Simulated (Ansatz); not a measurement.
Cu under changes of volume

One of the cells (11.458 Å³/atom); the others are scaled copies at fixed shape and fractional positions:

```xyz
1
Lattice="-1.4428 1.4428 1.3761 1.4428 -1.4428 1.3761 1.4428 1.4428 -1.3761" Properties=species:S:1:pos:R:3 pbc="T T T"
Cu    0.0000    0.0000    0.0000
```

This isn't the form of Cu at room conditions, which is fcc.

```yaml
Program: Ansatz 0.2.0
Functional: r2SCAN
Potentials_or_basis: Ansatz PAW
Cutoff: "500 eV (not typed: the program's choice for these potentials)"
k_mesh: 13 × 13 × 13
Occupations: fermi-dirac, width 0.05 eV
Spin: no spin polarisation
```

```csv
volume (Å³/atom),energy over the lowest point (meV/atom),pressure (GPa)
10.771,?,?
11.000,10.88,7.6
11.229,2.82,3.8
11.458,0.00,0.3
11.687,1.82,-2.7
11.916,7.73,-5.4
12.146,17.26,-7.8
```

Task: What does the run at 10.771 Å³/atom give?

Result: Energy over the lowest point 24.88 meV/atom; pressure 12.0 GPa.

Worked out: A Birch-Murnaghan fit of order 3 (a polynomial in V^(-2/3)) to the other rows has its minimum at 11.48 Å³/atom with B0 = V·E''(V) = 160 GPa and B' = 5.4 at fixed shape and positions, which overstates the stiffness. It gives 24.92 meV/atom at 10.771 Å³/atom, against the run's 24.88, and -dE/dV = 12.1 GPa, against 12.0.

Energies are extrapolated to zero smearing.

Caveats: the PAW data sets come from PBE, with cores solved anew for the run's functional, which leaves a small shift of forces and pressure.
